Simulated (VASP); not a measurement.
Write the native input for VASP 6.6.1 that does the following.

```
Task                   : single point
Functional             : r2SCAN
Potentials or basis    : VASP PAW PBE potentials, release 64 (Al, Ga_d, As)
Cutoff                 : 520 eV
k mesh                 : 8 × 8 × 8
Occupations            : fermi-dirac, width 0.02 eV
Spin                   : no spin polarisation
Dipole correction      : no
Further INCAR settings : ALGO = Normal; EDIFF = 1e-07; NBANDS = 21
```

Crystal: AlGaAs2.

```xyz
4
Lattice="1.8584 1.0730 6.2356 -1.8584 1.0730 6.2356 0.0000 -2.1459 6.2356" Properties=species:S:1:pos:R:3 pbc="T T T"
Al    1.8584    1.0730    6.2356
Ga    0.0000    0.0000    9.3535
As    0.0000    0.0000    4.7189
As    0.0000    0.0000   13.9880
```

The cell was built by a generator and needn't be a form met in nature.

One way to write it, as run:

POSCAR

```
AlGaAs2
1.0
    1.8584259008      1.0729626941      6.2356433193
   -1.8584259008      1.0729626941      6.2356433193
    0.0000000000     -2.1459253882      6.2356433193
Al Ga As
1 1 2
Direct
    1.0000000000      0.0000000000      0.0000000000
    0.5000000000      0.5000000000      0.5000000000
    0.2522549750      0.2522549750      0.2522549750
    0.7477450250      0.7477450250      0.7477450250
```

INCAR.step1

```
SYSTEM = AlGaAs2
PREC = Accurate
ENCUT = 520
ISMEAR = -1
SIGMA = 0.02
LREAL = .FALSE.
LASPH = .TRUE.
NELM = 100
NBANDS = 21
GGA = PE
ALGO = Normal
EDIFF = 1E-4
LWAVE = .TRUE.
LCHARG = .FALSE.
```

INCAR.step2

```
SYSTEM = AlGaAs2
PREC = Accurate
ENCUT = 520
EDIFF = 1E-7
ISMEAR = -1
SIGMA = 0.02
LREAL = .FALSE.
LASPH = .TRUE.
NELM = 100
ALGO = Normal
ISIF = 2
LWAVE = .FALSE.
LCHARG = .FALSE.
METAGGA = R2SCAN
LMIXTAU = .TRUE.
NBANDS = 21
ISTART = 1
```

KPOINTS

```
Automatic mesh
0
G
  8 8 8
  0 0 0
```

Potentials or basis: VASP PAW PBE potentials, release 64 (Al, Ga_d, As).

Launch:

```sh
$ cat potpaw_PBE.64/Al/POTCAR potpaw_PBE.64/Ga_d/POTCAR potpaw_PBE.64/As/POTCAR > POTCAR
$ cp INCAR.step1 INCAR
$ mpirun -np 1 vasp_std > vasp.out
$ cp INCAR.step2 INCAR
$ mpirun -np 1 vasp_std > vasp.out
```

Results of the run:

```
Pressure               : 0.0 GPa
Largest force          : 0.014 eV/Å
Band gap on the k mesh : none (metal or under the smearing width)
```

Caveat: the PAW data sets were made with another functional, which shifts forces and pressure a little.

It took 13 min on 1 thread of Intel(R) Xeon(R) Platinum 8488C (Sapphire Rapids), with other jobs on the host, peak memory 0.45 GiB.
